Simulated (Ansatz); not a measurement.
Does relaxation matter for the field gradients of CaF2 with hydrogen replacing F?

Start: a supercell of CaF2 (fluorite type, Fm-3m) built from a Materials Project structure (computed, not necessarily an observed phase), with all atoms left at the host's positions.

```
Ca H F
1.0
     0.00000    5.51605    5.51605
     5.51605    0.00000    5.51605
     5.51605    5.51605    0.00000
Ca H F
8 1 15
Direct
  0.00000 0.00000 0.00000
  0.00000 0.00000 0.50000
  0.00000 0.50000 0.00000
  0.00000 0.50000 0.50000
  0.50000 0.00000 0.00000
  0.50000 0.00000 0.50000
  0.50000 0.50000 0.00000
  0.50000 0.50000 0.50000
  0.37500 0.37500 0.37500
  0.37500 0.37500 0.87500
  0.37500 0.87500 0.37500
  0.37500 0.87500 0.87500
  0.87500 0.37500 0.37500
  0.87500 0.37500 0.87500
  0.87500 0.87500 0.37500
  0.87500 0.87500 0.87500
  0.12500 0.12500 0.12500
  0.12500 0.12500 0.62500
  0.12500 0.62500 0.12500
  0.12500 0.62500 0.62500
  0.62500 0.12500 0.12500
  0.62500 0.12500 0.62500
  0.62500 0.62500 0.12500
  0.62500 0.62500 0.62500
```

Atoms are numbered from 1 in the order listed; like atoms form one site, named after its first atom.

Method: Kohn–Sham DFT in Ansatz, PBE, plane waves and PAW, scalar-relativistic, 420 eV cutoff, Γ-centred 3×3×3 k-points, Fermi–Dirac smearing 0.01 eV.

The largest force at the start is 0.068 eV/Å. Relaxing the ions at fixed cell moves them by 0.011 Å at most (atom 18, F) and 0.006 Å rms. End positions:

```
CELL_PARAMETERS angstrom
0.00000 5.51605 5.51605
5.51605 0.00000 5.51605
5.51605 5.51605 0.00000
ATOMIC_POSITIONS crystal
Ca 0.00005 0.00005 0.00005
Ca 0.00005 0.00005 0.49984
Ca 0.00005 0.49984 0.00005
Ca 0.99961 0.50013 0.50013
Ca 0.49984 0.00005 0.00005
Ca 0.50013 0.99961 0.50013
Ca 0.50013 0.50013 0.99961
Ca 0.50013 0.50013 0.50013
H 0.37500 0.37500 0.37500
F 0.37498 0.37498 0.87502
F 0.37498 0.87502 0.37498
F 0.37498 0.87502 0.87502
F 0.87502 0.37498 0.37498
F 0.87502 0.37498 0.87502
F 0.87502 0.87502 0.37498
F 0.87500 0.87500 0.87500
F 0.12500 0.12500 0.12500
F 0.12598 0.12598 0.62402
F 0.12598 0.62402 0.12598
F 0.12598 0.62402 0.62402
F 0.62402 0.12598 0.12598
F 0.62402 0.12598 0.62402
F 0.62402 0.62402 0.12598
F 0.62500 0.62500 0.62500
```

| site | atom | moved (Å) | first shell before | first shell after | V_zz before (10²¹ V/m²) | η before |
| --- | --- | --- | --- | --- | --- | --- |
| Ca4 | 4 | 0.003 | 7 F at 2.39 Å, 1 H at 2.39 Å | 7 F at 2.38–2.39 Å, 1 H at 2.39 Å | 0.30 | 0.00 |
| H | 9 | 0.000 | 4 Ca at 2.39 Å | 4 Ca at 2.39 Å; also 6 F at 2.75 Å | 0.00 | – |
| F10 | 10 | 0.000 | 4 Ca at 2.39 Å | 4 Ca at 2.39 Å | -0.032 | 0.46 |
| F18 | 18 | 0.011 | 4 Ca at 2.39 Å | 4 Ca at 2.38–2.40 Å | 0.27 | 0.50 |

(1) What are V_zz and η after the relaxation?

Answers

(1) 

```csv
site,atom,V_zz after,η after,change of V_zz
Ca4,4,0.30,0.00,0.00
H,9,0.00,–,0.00
F10,10,-0.097,0.48,-0.07
F18,18,0.26,0.47,-0.01
```

The largest change of V_zz is on F10, from -0.032 to -0.097. Other sites with |V_zz| of 0.02 or less aren't listed.

The defect repeats with the cell of 24 atoms, so it feels its images: sites between two images don't show the values beside a lone defect, and zeros or small values of η there can come from the images' arrangement.
Before: The neighbours have not yet relaxed around the defect (largest force 0.068 eV/Å), so a real crystal will differ.
After: The relaxation keeps the site symmetry -43m of the start, so the impurity can't leave its site; a start off the site could end lower.
